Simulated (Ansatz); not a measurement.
# Ti under changes of volume

One of the cells (16.731 Å³/atom); the others are scaled copies at fixed shape and fractional positions:

```
CELL_PARAMETERS angstrom
0.00000 2.03000 2.03000
2.03000 0.00000 2.03000
2.03000 2.03000 0.00000
ATOMIC_POSITIONS crystal
Ti 0.00000 0.00000 0.00000
```

This isn't the form of Ti at room conditions, which is hcp.

```yaml
Program: Ansatz 0.2.0
Functional: PBEsol
Potentials_or_basis: Ansatz PAW
Cutoff: "420 eV (not typed: the program's choice for these potentials)"
k_mesh: 11 × 11 × 11
Occupations: fermi-dirac, width 0.05 eV
Spin: no spin polarisation
```

| volume (Å³/atom) | energy over the lowest point (meV/atom) | pressure (GPa) |
| --- | --- | --- |
| 15.727 | 18.44 | 7.2 |
| 16.062 | ? | ? |
| 16.396 | 0.84 | 1.8 |
| 16.731 | 0.00 | -0.5 |
| 17.065 | 3.80 | -2.7 |
| 17.400 | 11.83 | -4.6 |
| 17.735 | 23.72 | -6.4 |

Question: What does the run at 16.062 Å³/atom give?

Answer: Energy over the lowest point 6.81 meV/atom; pressure 4.4 GPa.

Worked out: A Birch-Murnaghan fit of order 3 (a polynomial in V^(-2/3)) to the other rows has its minimum at 16.62 Å³/atom with B0 = V·E''(V) = 114 GPa and B' = 3.8. It gives 6.80 meV/atom at 16.062 Å³/atom, against the run's 6.81, and -dE/dV = 4.2 GPa, against 4.4.

Energies are extrapolated to zero smearing.

Caveats: the PAW data sets come from PBE, with cores solved anew for the run's functional, which leaves a small shift of forces and pressure.
